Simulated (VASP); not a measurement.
Input of a VASP 6.6.1 run:

The input INCAR:

```
SYSTEM = CdTe
ALGO = Fast ; EDIFF = 1E-6
ENCUT = 900 ; GGA = PS
ISIF = 2 ; ISMEAR = 0
LASPH = .TRUE. ; LCHARG = .FALSE.
LREAL = .FALSE. ; LWAVE = .FALSE.
NBANDS = 16 ; NELM = 100
PREC = Accurate ; SIGMA = 0.02
```

File KPOINTS:

```
k-points
0
G
  10 10 10
  0 0 0
```

The input POSCAR:

```
CdTe
1.0
    0.0000000000      3.2476700000      3.2476700000
    3.2476700000      0.0000000000      3.2476700000
    3.2476700000      3.2476700000      0.0000000000
Cd Te
1 1
Direct
    0.0000000000      0.0000000000      0.0000000000
    0.7500000000      0.7500000000      0.7500000000
```

Potentials or basis: VASP PAW PBE potentials, release 64 (Cd, Te).

Run with:

```sh
$ cat potpaw_PBE.64/Cd/POTCAR potpaw_PBE.64/Te/POTCAR > POTCAR
$ mpirun -np 1 vasp_std > vasp.out
```

(1) Estimate the band gap on the k mesh.

(2) Estimate the pressure.

## Answers

(1) 0.64 eV, direct.

(2) 0.0 GPa.

Caveat: the PAW data sets were made with another functional, which shifts forces and pressure a little; spin-orbit coupling is left out, which moves the levels of the heavy elements.

**What was measured.**

From a printed reference work, data compilation, for a bulk crystal of CdTe at 0 K: band gap 1.607 eV.

A measured gap of CdTe is 1.607 eV (0 K; a printed reference work, data compilation); the calculated 0.64 eV misses it by -0.96 eV. Spin-orbit coupling on Cd, Te is left out. The value is that of PBEsol, without temperature or zero-point motion. Semilocal functionals fall short of measured gaps as a rule. The cell is a database's relaxed one, not the measured one, which moves gaps too.
